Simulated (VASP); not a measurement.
Crystal: BN.

```xyz
2
Lattice="1.2511 0.7223 3.3729 -1.2511 0.7223 3.3729 0.0000 -1.4447 3.3729" Properties=species:S:1:pos:R:3 pbc="T T T"
N     0.0000    0.0000    6.7517
B     0.0000    0.0000    0.0033
```

The cell is a database's computed one.

```yaml
Program: VASP 6.6.1
Task: relaxation of cell and atoms
Functional: vdW-DF2
Potentials_or_basis: VASP PAW PBE potentials, release 64 (N, B)
Cutoff: 600 eV
k_mesh: 12 × 12 × 12
Occupations: fermi-dirac, width 0.05 eV
Spin: no spin polarisation
```

At the start: pressure 5.1 GPa; volume 9.14 Å³/atom.

**Question.** How do energy, volume and symmetry change on relaxing?

**Answer.** Over 10 steps the energy falls by 3.3 meV/atom and the volume is 9.44 Å³/atom (+3.3 %); space group R3m (No. 160, to 0.05 Å).

Step by step:
| step | energy change (eV) | largest force (eV/Å) | pressure (GPa) | volume (Å³) |
| --- | --- | --- | --- | --- |
| 1 | 0.0000 | 0.0004 | 5.11 | 18.29 |
| 2 | 0.0137 | 0.0032 | -8.14 | 19.07 |
| 3 | -0.0059 | 0.0013 | 0.13 | 18.56 |
| 4 | -0.0059 | 0.0013 | 0.23 | 18.56 |
| 5 | -0.0060 | 0.0007 | 0.20 | 18.59 |
| 6 | -0.0062 | 0.0066 | 0.15 | 18.67 |
| 7 | -0.0065 | 0.0184 | 0.05 | 18.84 |
| 8 | -0.0065 | 0.0209 | 0.03 | 18.88 |
| 9 | -0.0064 | 0.0480 | -0.15 | 18.92 |
| 10 | -0.0065 | 0.0003 | -0.02 | 18.89 |

Final structure:
```cif
data_structure
_symmetry_space_group_name_H-M 'P 1'
_symmetry_Int_Tables_number 1
_cell_length_a 3.7299
_cell_length_b 3.7299
_cell_length_c 3.7299
_cell_angle_alpha 39.488
_cell_angle_beta 39.488
_cell_angle_gamma 39.488
_cell_volume 18.89
loop_
_atom_site_label
_atom_site_type_symbol
_atom_site_fract_x
_atom_site_fract_y
_atom_site_fract_z
_atom_site_occupancy
N1 N 0.66722 0.66722 0.66722 1
B1 B 0.00035 0.00035 0.00035 1
```

Caveat: the PAW data sets were made with another functional, which shifts forces and pressure a little.
